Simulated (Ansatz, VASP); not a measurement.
## AlN in VASP and in Ansatz

The input INCAR:

```
PREC = Accurate
ENCUT = 520
EDIFF = 1E-7
ISMEAR = 0
SIGMA = 0.05
LREAL = F
LASPH = T
NELM = 100
ALGO = Normal
ISIF = 2
LWAVE = F
LCHARG = T
GGA = PE
LELF = T
LVHAR = T
NBANDS = 16
```

KPOINTS

```
Automatic mesh
0
Gamma
  8 8 6
```

Contents of POSCAR:

```
AlN
1.0
    0.0000000000     -2.0184234927     -2.0184234927
    0.0000000000      2.0184234927     -2.0184234927
    4.0368469854      0.0000000000      0.0000000000
Al N
2 2
Direct
    0.5173928713      0.4826071287      0.0000000000
   -0.0173928713      0.0173928713      0.5000000000
    0.4936900135      0.5063099865      0.5000000000
    0.0063099865      0.9936900135      0.0000000000
```

Input for Ansatz:

```yaml
crystal:
  lattice:
    - [0.0, -2.0184234927, -2.0184234927]
    - [0.0, 2.0184234927, -2.0184234927]
    - [4.0368469854, 0.0, 0.0]
  atoms:
    - { symbol: Al, position: [0.5173928713, 0.4826071287, 0.0] }
    - { symbol: Al, position: [-0.0173928713, 0.0173928713, 0.5] }
    - { symbol: "N", position: [0.4936900135, 0.5063099865, 0.5] }
    - { symbol: "N", position: [0.0063099865, 0.9936900135, 0.0] }
basis:
  ecutwfc: 520.0
kpoints:
  mp_grid: { grid: [8, 8, 6] }
hamiltonian:
  xc: pbe
  pseudopotentials: { kind: paw }
scf:
  occupations: { method: gaussian, width: 0.05 }
output:
  forces: true
  stress: true
  eigenvalues: true
  write_density: true
  write_potential: true
  elf: true
  volumetric_format: npy
```

Change from the starting cell: mode 4 frozen in at -0.071 Å, equal normal strain along x, y and z -0.0083.

Alike in both runs: task single point; functional PBE; k mesh 8 × 8 × 6; occupations gaussian, width 0.05 eV; no spin polarisation.

```csv
,VASP,Ansatz
version,VASP 6.6.1,Ansatz 0.2.0
potentials or method,"VASP PAW PBE potentials, release 64 (Al, N)","scalar-relativistic, plane waves, PAW"
plane-wave cutoff (eV),520,520
valence electrons in the cell,16,16
```

|  | VASP | Ansatz | Ansatz less VASP |
| --- | --- | --- | --- |
| gap on the k mesh at the Fermi level (eV) | 4.62 | 4.65 | +0.023 |
| least direct gap on the mesh (eV) | 4.65 | 4.68 | +0.023 |
| pressure (GPa) | 6.8 | 7.1 | +0.30 |
| largest component of the traceless stress (GPa) | 0.82 | 0.81 | -0.003 |
| rms of the force components (eV/Å) | 0.320 | 0.320 | +0.0001 |

Atom by atom the forces differ by 0.000 eV/Å (rms over components). The functional is the same, so the differences come from potentials, cutoffs and numerics.

A k mesh can miss the band edges.
